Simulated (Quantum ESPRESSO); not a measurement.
Here is a Quantum ESPRESSO 7.5 calculation.

File pw.in:

```
&CONTROL
  calculation = 'scf'
  prefix = 'pwscf'
  outdir = './tmp'
  pseudo_dir = './pseudo'
  tprnfor = .true.
  tstress = .true.
  disk_io = 'low'
/
&SYSTEM
  ibrav = 0
  nat = 2
  ntyp = 2
  ecutwfc = 74
  nbnd = 10
  input_dft = 'XC-000I-000I-120L-135L-000I-000I'
  occupations = 'smearing'
  smearing = 'fd'
  degauss = 0.00367493
/
&ELECTRONS
  conv_thr = 4d-10
  electron_maxstep = 120
  mixing_beta = 0.5
/
ATOMIC_SPECIES
Cl    35.4500 Cl.upf
Li     6.9400 Li.upf
CELL_PARAMETERS bohr
   0.0000000000    4.8467128727    4.8467128727
   4.8467128727    0.0000000000    4.8467128727
   4.8467128727    4.8467128727    0.0000000000
ATOMIC_POSITIONS bohr
Cl     4.8467128727    4.8467128727    4.8467128727
Li     0.0000000000    0.0000000000    0.0000000000
K_POINTS automatic
6 6 6 1 1 1
```

File scf2.in:

```
&CONTROL
  calculation = 'scf'
  prefix = 'pwscf'
  outdir = './tmp'
  pseudo_dir = './pseudo'
  tprnfor = .true.
  tstress = .true.
  disk_io = 'low'
/
&SYSTEM
  ibrav = 0
  nat = 2
  ntyp = 2
  ecutwfc = 74
  nbnd = 10
  input_dft = 'XC-000I-000I-120L-135L-000I-000I'
  occupations = 'fixed'
/
&ELECTRONS
  conv_thr = 1d-13
  electron_maxstep = 120
  mixing_beta = 0.5
  startingpot = 'file'
  startingwfc = 'file'
/
ATOMIC_SPECIES
Cl    35.4500 Cl.upf
Li     6.9400 Li.upf
CELL_PARAMETERS bohr
   0.0000000000    4.8467128727    4.8467128727
   4.8467128727    0.0000000000    4.8467128727
   4.8467128727    4.8467128727    0.0000000000
ATOMIC_POSITIONS bohr
Cl     4.8467128727    4.8467128727    4.8467128727
Li     0.0000000000    0.0000000000    0.0000000000
K_POINTS automatic
6 6 6 1 1 1
```

Contents of ph.in:

```
dielectric of LiCl
&INPUTPH
  prefix = 'pwscf'
  outdir = './tmp'
  tr2_ph = 1d-18
  fildyn = 'dyn'
  niter_ph = 90
  alpha_mix(1) = 0.7
  epsil = .true.
  trans = .false.
  zeu = .true.
/
0.0000000000 0.0000000000 0.0000000000
```

Potentials or basis: PseudoDojo 0.4.1 SR PBE standard.

The run is started by

```sh
$ OMP_NUM_THREADS=1 pw.x -in pw.in > pw.out
$ OMP_NUM_THREADS=1 pw.x -in scf2.in > scf2.out
$ OMP_NUM_THREADS=1 ph.x -in ph.in > ph.out
```

Task: What does it give for the electronic dielectric tensor (diagonal)?

Result: 2.98.

Task: Predict the Born charges (mean of the diagonal).

Result: Cl -1.18; Li +1.18 e.

Task: Estimate the pressure.

Result: -0.1 GPa.

Electronic dielectric tensor:
```
2.98 0.00 0.00
0.00 2.98 0.00
0.00 0.00 2.98
```

Caveat: the potentials were made for another functional, which shifts forces and pressure.

**What was measured.**

A printed reference work, monograph reports, for a bulk crystal of LiCl: high-frequency dielectric constant 2.75.

Measured high-frequency dielectric constant of LiCl: 2.75 (a printed reference work, monograph). This calculation gives 2.98 (+8.5 %).
